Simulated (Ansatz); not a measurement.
```yaml
crystal:
  lattice:
    - [2.8635818422, 0.0, 0.0]
    - [-1.4317909211, 2.4799346212, 0.0]
    - [0.0, 0.0, 4.6771836756]
  atoms:
    - { symbol: Al, position: [0.3333333333, 0.6666666667, 0.75] }
    - { symbol: Al, position: [0.6666666667, 0.3333333333, 0.25] }
basis:
  ecutwfc: 420
  ecutrho_ratio: 4
kpoints:
  mp_grid: { grid: [16, 16, 10] }
hamiltonian:
  xc: pbe
scf:
  occupations: { method: gaussian, width: 0.05 }
output:
  forces: true
  stress: true
  eigenvalues: true
  populations: true
magnetization:
  noncollinear: true
  spin_orbit: true
relax:
  f_tol: 0.02
  max_steps: 40
  cell: { stress_tol: 0.2, fix: [volume] }
```

**Question.** What does this Ansatz input ask for?

**Answer.** It asks for a relaxation of cell shape and atoms at fixed volume of Al with PBE with spin–orbit coupling, a cutoff of 420 eV (density cutoff 4 times that), a Γ-centred 16×16×10 mesh and Gaussian smearing of 0.05 eV, with non-collinear spin. Stop at forces under 0.02 eV/Å and stress under 0.2 GPa, or after 40 steps. Forces, stress and eigenvalues are wanted, and also Löwdin populations.

**Question.** How large is the problem?

**Answer.** 6 valence electrons, 651 plane waves at Γ (in the final cell), 24 symmetry operations and 180 irreducible k-points; it took 22 SCF iterations in all.

At room temperature and ambient pressure Al is fcc.
